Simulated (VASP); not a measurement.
# InAs: relaxation of cell and atoms with HSE06

Crystal: InAs.

```
CELL_PARAMETERS angstrom
0.00000 3.01800 3.01800
3.01800 0.00000 3.01800
3.01800 3.01800 0.00000
ATOMIC_POSITIONS crystal
In 0.00000 0.00000 0.00000
As 0.25000 0.25000 0.25000
```

* Program: VASP 6.6.1
* Task: relaxation of cell and atoms
* Functional: HSE06
* Potentials or basis: VASP PAW PBE potentials, release 64 (In_d, As)
* Cutoff: 520 eV
* k mesh: 4 × 4 × 4
* Occupations: gaussian, width 0.02 eV
* Spin: no spin polarisation
* Grid for exact exchange (PRECFOCK): Fast
* Screening parameter: 0.2 1/A
* Further INCAR settings: ALGO = Normal; EDIFF = 1e-07; IBRION = 2; EDIFFG = -0.01; NSW = 80; ISIF = 3

```
Relaxed volume                         : 28.48 Å³/atom
Relaxed cell                           : a = 4.319 Å, b = 4.319 Å, c = 4.319 Å, α = 60.00°, β = 60.00°, γ = 60.00°
Space group after relaxing (to 0.05 Å) : F-43m (No. 216)
Energy gained by relaxing              : 6.7 meV/atom
Ionic steps                            : 3
Pressure after relaxing                : 0.0 GPa
Band gap on the k mesh                 : 0.42 eV, direct
```

The path:
```tsv
step	energy change (eV)	largest force (eV/Å)	pressure (GPa)	volume (Å³)
1	0.0000	0.0000	2.24	54.98
2	-0.0093	0.0000	-1.11	58.10
3	-0.0134	0.0000	0.00	56.95
```

Final structure:
```
In As
1.0
     0.00000    3.05374    3.05374
     3.05374    0.00000    3.05374
     3.05374    3.05374    0.00000
In As
1 1
Cartesian
  0.0000 0.0000 0.0000
  1.5269 1.5269 1.5269
```

Levels at points of the mesh, in eV from the valence-band top:
```csv
k point,band 5,band 6,band 7,band 8,band 9,band 10,band 11,band 12,band 13
"(0.00, 0.00, 0.00)",-15.99,-12.82,0.00,0.00,0.00,0.42,4.67,4.67,4.67
"(0.50, 0.00, 0.00)",-15.98,-11.30,-6.09,-1.02,-1.02,1.62,5.45,5.45,7.70
"(0.50, 0.50, 0.00)",-15.97,-10.73,-6.18,-2.42,-2.42,2.19,2.75,10.14,10.29
```

Run time: 2.8 min on 4 MPI ranks on AMD EPYC 9R14 (Zen 4), on a shared host, peak memory 0.24 GiB a rank.

Caveat: the k mesh is coarse (spacing up to 0.45 Å⁻¹), so the values aren't converged, least of all with exact exchange; the PAW data sets were made with another functional, which shifts forces and pressure a little; spin-orbit coupling is left out, which moves the levels of the heavy elements. Zero-point motion and thermal expansion aren't in these numbers.
